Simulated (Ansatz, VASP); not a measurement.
# Two plane-wave programs on CoSi

Contents of POSCAR:

```
CoSi
1.0
    2.7813340000      0.0000000000      0.0000000000
    0.0000000000      2.7813340000      0.0000000000
    0.0000000000      0.0000000000      2.7813340000
Co Si
1 1
Direct
    0.0000000000      0.0000000000      0.0000000000
    0.5000000000      0.5000000000      0.5000000000
```

INCAR.step1

```
SYSTEM = CoSi
PREC = Accurate
ENCUT = 520
ISMEAR = 0
SIGMA = 0.1
LREAL = .False.
LASPH = .True.
NELM = 150
ISPIN = 2
MAGMOM = 3 0
LMAXMIX = 4
NBANDS = 18
GGA = PE
ALGO = Normal
EDIFF = 1E-4
LWAVE = .True.
LCHARG = .False.
```

Contents of INCAR.step2:

```
SYSTEM = CoSi
PREC = Accurate
ENCUT = 520
EDIFF = 1E-7
ISMEAR = 0
SIGMA = 0.1
LREAL = .False.
LASPH = .True.
NELM = 150
ALGO = Normal
ISIF = 2
LWAVE = .False.
LCHARG = .False.
ISPIN = 2
MAGMOM = 3 0
LORBIT = 11
LMAXMIX = 4
METAGGA = R2SCAN
LMIXTAU = .True.
NBANDS = 18
ISTART = 1
```

The input KPOINTS:

```
Automatic mesh
0
Gamma
  6 6 6
  0 0 0
```

Input for Ansatz:

```yaml
crystal:
  lattice:
    - [2.781334, 0.0, 0.0]
    - [0.0, 2.781334, 0.0]
    - [0.0, 0.0, 2.781334]
  atoms:
    - { symbol: Co, position: [0.0, 0.0, 0.0], spin: 3.0 }
    - { symbol: Si, position: [0.5, 0.5, 0.5] }
basis:
  ecutwfc: 500
kpoints:
  mp_grid: { grid: [6, 6, 6] }
hamiltonian:
  xc: r2scan
scf:
  occupations: { method: gaussian, width: 0.1 }
  lower_state_search: "off"
output:
  forces: true
  stress: true
  eigenvalues: true
  populations: true
magnetization:
  spin_polarized: true
```

Alike in both runs: task single point; functional r2SCAN; k mesh 6 × 6 × 6; occupations gaussian, width 0.1 eV; collinear spin.

|  | VASP | Ansatz |
| --- | --- | --- |
| version | VASP 6.6.1 | Ansatz 0.2.0 |
| potentials or method | VASP PAW PBE potentials, release 64 (Co, Si) | scalar-relativistic, plane waves, PAW |
| plane-wave cutoff (eV) | 520 | 500 |
| valence electrons in the cell | 13 | 21 |

```csv
,VASP,Ansatz,Ansatz less VASP
gap on the k mesh at the Fermi level (eV),none,none,-
pressure (GPa),-6.0,-6.0,0.00
net moment per atom (μB),0.36,0.37,+0.003
size of the moment on the site where the two differ most (μB),0.79,0.82,+0.026
```

Site moments also hang on the region over which each program counts them. A gap of «none» marks a metal or a gap that the smearing closes. With one functional, cell and mesh, what is left measures potentials, basis and numerics. The two sets of potentials don't hold the same shells in valence. Ansatz warned: «stability_check_not_made».

Caveats: the k mesh is coarse (spacing up to 0.38 Å⁻¹), so the values aren't converged; the PAW data sets were made with another functional, which shifts forces and pressure a little (VASP).
